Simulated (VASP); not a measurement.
The system is Ru.

```
CELL_PARAMETERS angstrom
3.48170 0.00000 0.00000
-1.74085 3.01524 0.00000
0.00000 0.00000 3.95010
ATOMIC_POSITIONS crystal
Ru 0.22540 0.00000 0.33333
Ru 0.00000 0.22540 0.66667
Ru 0.77460 0.77460 0.00000
```

The cell was built by a generator and needn't be a form met in nature.

- Program: VASP 6.6.1
- Task: relaxation of cell and atoms
- Functional: r2SCAN
- Potentials or basis: VASP PAW PBE potentials, release 64 (Ru_pv)
- Cutoff: 600 eV
- k mesh: 6 × 6 × 4
- Occupations: gaussian, width 0.1 eV
- Spin: no spin polarisation

At the start: pressure 144.5 GPa; volume 13.82 Å³/atom.

Question: Where does the relaxation end?

Answer: Over 16 steps the energy falls by 2833.8 meV/atom and the volume is 15.51 Å³/atom (+12.2 %); space group R-3m (No. 166, to 0.05 Å).

The path:
```
step  energy change (eV)  largest force (eV/Å)  pressure (GPa)  volume (Å³)
   1              0.0000               21.7449          144.52        41.47
   2              9.6873                0.2886          -22.93       167.07
   3              3.4345                0.3873          -21.60       122.33
   4              0.8210                0.8569          -26.36       103.79
   5             -5.2671                1.1931          -35.39        68.10
   6             -7.8459                0.0168          -23.92        53.73
   7             -8.4010                0.2602           -1.35        47.35
   8             -8.4013                0.2236           -2.37        47.54
   9             -8.4223                0.2416            3.13        46.36
  10             -8.4223                0.2412            3.21        46.34
  11             -8.4377                0.1849            2.89        46.34
  12             -8.4751                0.0606            2.19        46.32
  13             -8.4983                0.0030            1.86        46.15
  14             -8.4995                0.0006            1.81        46.18
  15             -8.4992                0.0055           -1.86        46.90
  16             -8.5014                0.0025            0.00        46.53
```

Final structure:
```xyz
3
Lattice="3.4325 0.0000 0.0000 -1.7162 2.9726 0.0000 0.0000 0.0000 4.5600" Properties=species:S:1:pos:R:3 pbc="T T T"
Ru    1.1417    0.0000    1.5200
Ru    2.8616    0.9888    3.0400
Ru    1.1454    1.9838    0.0000
```

Caveat: the k mesh is coarse (spacing up to 0.40 Å⁻¹), so the values aren't converged; the PAW data sets were made with another functional, which shifts forces and pressure a little.
